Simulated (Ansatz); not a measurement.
BaS in Ansatz: the effect of functional

BaS:

```xyz
2
Lattice="0.0000 3.1938 3.1938 3.1938 0.0000 3.1938 3.1938 3.1938 0.0000" Properties=species:S:1:pos:R:3 pbc="T T T"
Ba    0.0000    0.0000    0.0000
S     3.1938    3.1938    3.1938
```

Alike in all runs:

| Property | Result |
| --- | --- |
| Program | Ansatz 0.2.0 |
| Task | single point |
| Potentials or basis | all-electron PAW datasets made for the crystal |
| k mesh | 6 × 6 × 6 |
| Occupations | fermi-dirac, width 0.05 eV |
| Spin | no spin polarisation |

Question: One run gave: gap on the mesh 2.21 eV; pressure 0.8 GPa. Which functional did it use?
A. HSE06
B. PBE
C. PBE0

Answer: B.

| functional | cutoff | gap on the mesh (eV) | pressure (GPa) |
| --- | --- | --- | --- |
| PBE | 260 eV (chosen from the basis error) | 2.21 | 0.8 |
| HSE06 | 290 eV (chosen from the basis error) | 3.11 | 0.4 |
| PBE0 | 290 eV (chosen from the basis error) | 3.80 | 0.4 |

Caveats: spin-orbit coupling is left out, which moves the levels of the heavy elements.

A k mesh can miss the band edges.
